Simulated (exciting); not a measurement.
Wanted: an ASE script for an exciting (release sodium) run.

```
Task                                     : single point
Functional                               : PBEsol (libxc)
Dispersion                               : D2
Potentials or basis                      : all-electron LAPW+lo, shipped species files, valence relativity iora*
rgkmax                                   : 9
k mesh                                   : 8 × 8 × 8
Occupations                              : fermi-dirac, width 0.05 eV
Spin                                     : no spin polarisation
outputlevel                              : normal
gmaxvr (cutoff of density and potential) : 14 1/bohr
lmaxapw (and lmaxmat)                    : 10
lmaxvr                                   : 8
nempty                                   : 10
Valence relativity                       : iora*
epsengy                                  : 1e-05 Ha
epspot                                   : 1e-05 Ha
maxscl                                   : 60
Muffin-tin radii                         : Ga 2.0, P 2.0 bohr
```

The structure of GaP lies in GaP.cif:

```cif
data_GaP
_cell_length_a 5.45050000
_cell_length_b 5.45050000
_cell_length_c 5.45050000
_cell_angle_alpha 90.00000000
_cell_angle_beta 90.00000000
_cell_angle_gamma 90.00000000
_space_group_name_H-M_alt 'F-43m'
_space_group_name_Hall 'F -4 2 3'
_space_group_IT_number 216
loop_
_space_group_symop_operation_xyz
'x,y,z'
'y,-x,-z'
'-x,-y,z'
'-y,x,-z'
'x,-y,-z'
'y,x,z'
'-x,y,-z'
'-y,-x,z'
'z,x,y'
'-z,y,-x'
'z,-x,-y'
'-z,-y,x'
'-z,x,-y'
'z,y,x'
'-z,-x,y'
'z,-y,-x'
'y,z,x'
'-x,-z,y'
'-y,z,-x'
'x,-z,-y'
'-y,-z,x'
'x,z,y'
'y,-z,-x'
'-x,z,-y'
'x,y+1/2,z+1/2'
'y,-x+1/2,-z+1/2'
'-x,-y+1/2,z+1/2'
'-y,x+1/2,-z+1/2'
'x,-y+1/2,-z+1/2'
'y,x+1/2,z+1/2'
'-x,y+1/2,-z+1/2'
'-y,-x+1/2,z+1/2'
'z,x+1/2,y+1/2'
'-z,y+1/2,-x+1/2'
'z,-x+1/2,-y+1/2'
'-z,-y+1/2,x+1/2'
'-z,x+1/2,-y+1/2'
'z,y+1/2,x+1/2'
'-z,-x+1/2,y+1/2'
'z,-y+1/2,-x+1/2'
'y,z+1/2,x+1/2'
'-x,-z+1/2,y+1/2'
'-y,z+1/2,-x+1/2'
'x,-z+1/2,-y+1/2'
'-y,-z+1/2,x+1/2'
'x,z+1/2,y+1/2'
'y,-z+1/2,-x+1/2'
'-x,z+1/2,-y+1/2'
'x+1/2,y,z+1/2'
'y+1/2,-x,-z+1/2'
'-x+1/2,-y,z+1/2'
'-y+1/2,x,-z+1/2'
'x+1/2,-y,-z+1/2'
'y+1/2,x,z+1/2'
'-x+1/2,y,-z+1/2'
'-y+1/2,-x,z+1/2'
'z+1/2,x,y+1/2'
'-z+1/2,y,-x+1/2'
'z+1/2,-x,-y+1/2'
'-z+1/2,-y,x+1/2'
'-z+1/2,x,-y+1/2'
'z+1/2,y,x+1/2'
'-z+1/2,-x,y+1/2'
'z+1/2,-y,-x+1/2'
'y+1/2,z,x+1/2'
'-x+1/2,-z,y+1/2'
'-y+1/2,z,-x+1/2'
'x+1/2,-z,-y+1/2'
'-y+1/2,-z,x+1/2'
'x+1/2,z,y+1/2'
'y+1/2,-z,-x+1/2'
'-x+1/2,z,-y+1/2'
'x+1/2,y+1/2,z'
'y+1/2,-x+1/2,-z'
'-x+1/2,-y+1/2,z'
'-y+1/2,x+1/2,-z'
'x+1/2,-y+1/2,-z'
'y+1/2,x+1/2,z'
'-x+1/2,y+1/2,-z'
'-y+1/2,-x+1/2,z'
'z+1/2,x+1/2,y'
'-z+1/2,y+1/2,-x'
'z+1/2,-x+1/2,-y'
'-z+1/2,-y+1/2,x'
'-z+1/2,x+1/2,-y'
'z+1/2,y+1/2,x'
'-z+1/2,-x+1/2,y'
'z+1/2,-y+1/2,-x'
'y+1/2,z+1/2,x'
'-x+1/2,-z+1/2,y'
'-y+1/2,z+1/2,-x'
'x+1/2,-z+1/2,-y'
'-y+1/2,-z+1/2,x'
'x+1/2,z+1/2,y'
'y+1/2,-z+1/2,-x'
'-x+1/2,z+1/2,-y'
loop_
_atom_site_label
_atom_site_type_symbol
_atom_site_symmetry_multiplicity
_atom_site_Wyckoff_symbol
_atom_site_fract_x
_atom_site_fract_y
_atom_site_fract_z
_atom_site_occupancy
Ga1 Ga 4 a 0.0000000000 0.0000000000 0.0000000000 1
P1 P 4 c 0.2500000000 0.2500000000 0.2500000000 1
```

One way to write it, as run:

run_exciting.py

```python
import subprocess
import xml.etree.ElementTree as ET
from ase.io import read
from ase.units import Bohr

atoms = read("GaP.cif")
import spglib
from ase import Atoms
cell, positions, numbers = spglib.find_primitive((atoms.cell[:], atoms.get_scaled_positions(), atoms.numbers), symprec=1e-5)
atoms = Atoms(numbers, cell=cell, scaled_positions=positions, pbc=True)
rmt = {'Ga': 2.0, 'P': 2.0}  # bohr
tasks = """
<groundstate do="fromscratch" ngridk="8 8 8" rgkmax="9" gmaxvr="14" lmaxapw="10" lmaxmat="10" lmaxvr="8" stype="Fermi Dirac" swidth="0.00183747" nempty="10" ValenceRelativity="iora*" epsengy="1e-05" epspot="1e-05" maxscl="60" tforce="true" outputlevel="normal" vdWcorrection="DFTD2" deband="0.001">
  <libxc exchange="XC_GGA_X_PBE_SOL" correlation="XC_GGA_C_PBE_SOL"/>
</groundstate>
<properties>
  <DFTD2/>
</properties>
"""

root = ET.Element("input")
ET.SubElement(root, "title").text = "GaP"
structure = ET.SubElement(root, "structure", speciespath="./", tshift="false")
crystal = ET.SubElement(structure, "crystal", scale="1.0")
for vector in atoms.cell / Bohr:
    ET.SubElement(crystal, "basevect").text = " ".join(f"{x:.12f}" for x in vector)
symbols = atoms.get_chemical_symbols()
for element in dict.fromkeys(symbols):
    species = ET.SubElement(structure, "species", speciesfile=element + ".xml", rmt=str(rmt[element]))
    for symbol, position in zip(symbols, atoms.get_scaled_positions(wrap=False)):
        if symbol == element:
            ET.SubElement(species, "atom", coord=" ".join(f"{x:.12f}" for x in position))
root.extend(ET.fromstring("<tasks>" + tasks + "</tasks>"))
ET.indent(root)
ET.ElementTree(root).write("input.xml")
subprocess.run(["exciting_smp"], check=True)
```

Potentials or basis: all-electron LAPW+lo, shipped species files, valence relativity iora*.

Launch:

```bash
$ OMP_NUM_THREADS=1 python run_exciting.py
```

It gave:

| Item | Value |
| --- | --- |
| Band gap on the k mesh | 1.52 eV, indirect (least direct gap 1.74 eV) |
| All electrons inside the program's atomic spheres | Ga 28.83; P 12.78 (radii Ga 2.0, P 2.0 bohr) |
| Dispersion energy per atom | -0.300 eV |

Wall time 2.6 min on 1 thread of Arm Neoverse V1, with other jobs on the host, peak memory 0.14 GiB.
